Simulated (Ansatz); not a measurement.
## PbS under strains and displacements

Theory: Ansatz 0.2.0, DFT PBEsol, scalar-relativistic, plane waves, PAW.

Settings: cutoff 420 eV, Γ-centred mesh 9×9×9 on the computed 2-atom cell, Gaussian smearing of 0.02 eV; no spin polarisation.

Reference cell:

```yaml
crystal:
  lattice:
    - [2.11266, 1.21975, 3.45192]
    - [-2.11266, 1.21975, 3.45192]
    - [0.00000, -2.43949, 3.45192]
  atoms:
    - { symbol: Pb, position: [0.98057, 0.98057, 0.98057] }
    - { symbol: S, position: [0.47504, 0.47504, 0.47504] }
```

Each variant moves atoms of this cell by the vectors given, if any (Å), and then applies a symmetric strain (tensor components, Cartesian axes). The reference cell isn't relaxed at this level. Energies are per atom at zero smearing, counted from the lowest variant. Pressure is positive in compression.

1. no strain; moves: S2 (0.025, -0.007, -0.086)
2. strain (xx yy zz yz xz xy, %) 2.39 2.39 -6.61 0.00 0.00 0.00; moves: Pb1 (0.000, 0.000, 0.060); S2 (0.000, 0.000, -0.060)
3. strain (xx yy zz yz xz xy, %) -0.98 0.12 -3.43 -0.36 0.00 0.00; moves: Pb1 (0.000, 0.021, -0.021); S2 (0.000, -0.021, 0.021)
4. strain (xx yy zz yz xz xy, %) 0.61 0.61 6.61 0.00 0.00 0.00; moves: Pb1 (0.000, 0.000, -0.100); S2 (0.000, 0.000, 0.100)
5. strain (xx yy zz yz xz xy, %) -2.75 -2.75 -4.25 0.00 0.00 0.00; moves: Pb1 (0.000, 0.000, 0.250); S2 (0.000, 0.000, -0.250)
6. strain (xx yy zz yz xz xy, %) 1.16 1.00 0.33 -0.29 -0.06 -0.07; moves: Pb1 (-0.033, -0.013, -0.048); S2 (0.033, 0.013, 0.048)

Q: Order the variants by energy, lowest first.

A: 3 (0.0 meV/atom), 1 (5.4 meV/atom), 6 (15.5 meV/atom), 2 (20.8 meV/atom), 4 (58.4 meV/atom), 5 (174.3 meV/atom).

Q: Order them by pressure, highest first.

A: 5 (9.38 GPa), 3 (0.36 GPa), 2 (-0.82 GPa), 1 (-1.78 GPa), 6 (-3.17 GPa), 4 (-5.09 GPa).

Spin–orbit coupling is left out, which can shift energies with elements as heavy as these.